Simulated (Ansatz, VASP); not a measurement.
Given: the input of a run of VASP 6.6.1 on Te.

The input INCAR:

```
SYSTEM = Te
ALGO     = Normal         ! electronic algorithm
EDIFF    = 1E-6           ! SCF threshold, eV
ENCUT    = 520            ! plane-wave cutoff, eV
GGA      = PS             ! functional
ISIF     = 2              ! what is computed and relaxed
ISMEAR   = -1             ! smearing method
LASPH    = .True.         ! aspherical terms in the spheres
LCHARG   = .False.        ! write CHGCAR
LREAL    = .False.        ! projectors in reciprocal space
LWAVE    = .False.        ! write WAVECAR
NBANDS   = 9              ! bands
NELM     = 60             ! most SCF steps
PREC     = Accurate       ! precision mode
SIGMA    = 0.05           ! smearing width, eV
```

File KPOINTS:

```
k-points
0
Gamma
  9 9 9
  0 0 0
```

POSCAR

```
Te
1.0
    2.3059043427      1.3313144930      1.6909537039
   -2.3059043427      1.3313144930      1.6909537039
    0.0000000000     -2.6626289860      1.6909537039
Te
1
Direct
    0.5000000000      0.5000000000      0.5000000000
```

Potentials or basis: VASP PAW PBE potentials, release 64 (Te).

The run is started by

```console
$ cat potpaw_PBE.64/Te/POTCAR > POTCAR
$ mpirun -np 1 vasp_std > vasp.out
```

Q: Set up the same calculation for Ansatz 0.2.0. Potentials there: all-electron LAPW, scalar-relativistic.

A: As run (the cutoff follows the program's own potentials):

Contents of input.yaml:

```yaml
crystal:
  lattice:
    - [2.3059043427, 1.331314493, 1.6909537039]
    - [-2.3059043427, 1.331314493, 1.6909537039]
    - [0.0, -2.662628986, 1.6909537039]
  atoms:
    - { symbol: Te, position: [0.5, 0.5, 0.5] }
kpoints:
  mp_grid: { grid: [9, 9, 9] }
scf:
  occupations: { method: fermi_dirac, width: 0.05 }
hamiltonian:
  xc: pbesol
  pseudopotentials: { kind: all_electron, lapw: { basis_error: 0.001 } }
output:
  forces: true
  stress: true
  eigenvalues: true
  populations: true
```

Potentials or basis: all-electron LAPW, scalar-relativistic.

Run with:

```sh
$ ansatz run input.yaml --threads 1 --pin off --max-ram 3072MiB --backend cpu --events-out ev --progress --plain --runs-dir out
```

Both were run:

|  | VASP | Ansatz | Ansatz less VASP |
| --- | --- | --- | --- |
| gap on the k mesh at the Fermi level (eV) | none | none | - |
| pressure (GPa) | 0.0 | -0.1 | -0.02 |
| largest component of the traceless stress (GPa) | 0.09 | 0.11 | +0.014 |

A gap of «none» marks a metal or a gap that the smearing closes. Ansatz ran all-electron here, so the differences hold the error of VASP's frozen core and of both bases.

Caveats: the PAW data sets were made with another functional, which shifts forces and pressure a little (VASP). Spin-orbit coupling is left out, which matters for the levels of Te.
